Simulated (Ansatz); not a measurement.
## TaN in Ansatz: convergence with smearing width

The system is TaN.

```
CELL_PARAMETERS angstrom
2.93800 0.00000 0.00000
-1.46900 2.54438 0.00000
0.00000 0.00000 2.88300
ATOMIC_POSITIONS crystal
Ta 0.00000 0.00000 0.50000
N 0.66667 0.33333 0.00000
```

```yaml
Program: Ansatz 0.2.0
Task: convergence study
Functional: PBE
Potentials_or_basis: JTH PAW
Cutoff: "1320 eV (not typed: the program's choice for these potentials)"
k_mesh: 9 × 9 × 8
Occupations: methfessel-paxton, width 0.3 eV
Spin: no spin polarisation
Hubbard_terms: Ta d U = 7 eV
```

These are the settings of the first run; the series varies smearing width, with any setting tied to it.

Hardware: 2 threads of Intel(R) Xeon(R) Processor @ 2.50GHz (Skylake/Cascade Lake), on a shared host.

```
smearing width  energy less the tightest run, at zero smearing (meV/atom)  SCF cycles  CPU time (s)  peak memory (GiB)
        0.3 eV                                                      -0.04           8            20               0.48
        0.2 eV                                                      -0.05           9            21               0.48
       0.15 eV                                                      -0.05           9            21               0.48
        0.1 eV                                                      -0.04           9            20               0.48
       0.05 eV                                                      -0.02           9            21               0.48
      0.025 eV                                                      -0.01           9            20               0.48
       0.01 eV                                                       0.00           9            24               0.48
      0.005 eV                                                       0.00           9            24               0.48
```

Against the tightest run, the energy stays within 1 meV/atom from 0.3 eV on. Narrower smearing needs a denser k mesh, so at a fixed mesh the narrowest width isn't the most accurate. The tightest run that finished is the yardstick and may itself not be fully converged.

Caveat, for the tightest run too: U without spin polarisation on a metal has little footing. The run has no spin-orbit coupling, so splittings on Ta are missing.
